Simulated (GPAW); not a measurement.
Set up this calculation in GPAW 26.7.0, as an ASE script.

- Task: relaxation of cell and atoms
- Functional: PBEsol
- Potentials or basis: PAW data sets generated in the run's folder for this functional
- Cutoff: 600 eV
- Basis: pw
- k mesh: 13 × 13 × 13
- Occupations: fermi-dirac, width 0.05 eV
- Spin: no spin polarisation
- Maxiter: 150
- Optimizer: BFGS
- Fmax: 0.02 eV/Å
- Max steps: 60
- Convergence: density=1e-05 forces=0.0001

Cu:

```xyz
1
Lattice="0.0000 1.8075 1.8075 1.8075 0.0000 1.8075 1.8075 1.8075 0.0000" Properties=species:S:1:pos:R:3 pbc="T T T"
Cu    0.0000    0.0000    0.0000
```

These files were run (other wordings do the same):

run.py

```python
from ase import Atoms
from ase.filters import FrechetCellFilter
from ase.io import write
from ase.optimize import BFGS
from gpaw import GPAW, PW, setup_paths

setup_paths.insert(0, '.')

atoms = Atoms(['Cu'],
              cell=[[0.0, 1.8075, 1.8075],
                    [1.8075, 0.0, 1.8075],
                    [1.8075, 1.8075, 0.0]],
              scaled_positions=[[0.0, 0.0, 0.0]],
              pbc=True)

calc = GPAW(mode=PW(600),
            xc='PBEsol',
            kpts={'size': (13, 13, 13), 'gamma': True},
            occupations={'name': 'fermi-dirac', 'width': 0.05},
            nbands=14,
            convergence={'density': 1e-05, 'forces': 0.0001},
            maxiter=150,
            txt='gpaw.txt')
atoms.calc = calc
opt = BFGS(FrechetCellFilter(atoms), trajectory='relax.traj', logfile='-')
done = opt.run(fmax=0.02, steps=60)
calc.write('gs.gpw')
write('result.traj', atoms)
print('Converged:', done)
print('Cell:', atoms.cell.cellpar().round(4))
print('Volume:', round(atoms.get_volume(), 4))
print(atoms.get_scaled_positions().round(5))
```

Potentials or basis: PAW data sets generated in the run's folder for this functional, pw.

Command:

```sh
$ gpaw-setup -f PBEsol Cu
$ OMP_NUM_THREADS=1 python run.py
```

It gave:

```yaml
Relaxed_volume: 11.44 Å³/atom
Relaxed_cell: a = 2.529 Å, b = 2.529 Å, c = 2.529 Å, α = 60.00°, β = 60.00°, γ = 60.00°
Space_group_after_relaxing_to_0.05_Å: Fm-3m (No. 225)
Energy_gained_by_relaxing: 5.0 meV/atom
Ionic_steps: 3
Pressure_after_relaxing: 0.1 GPa
Band_gap_on_the_k_mesh: none (metal or under the smearing width)
```

Caveat: with this Cu data set, volumes or pressures lay over 1.5 % or 2 GPa off other programs in two to four cells of ten; later steps reuse the first step's grids.

It took 14 s on 1 thread of AMD EPYC 9R45 96-Core Processor (Zen 5), with other jobs on the host, peak memory 0.16 GiB.
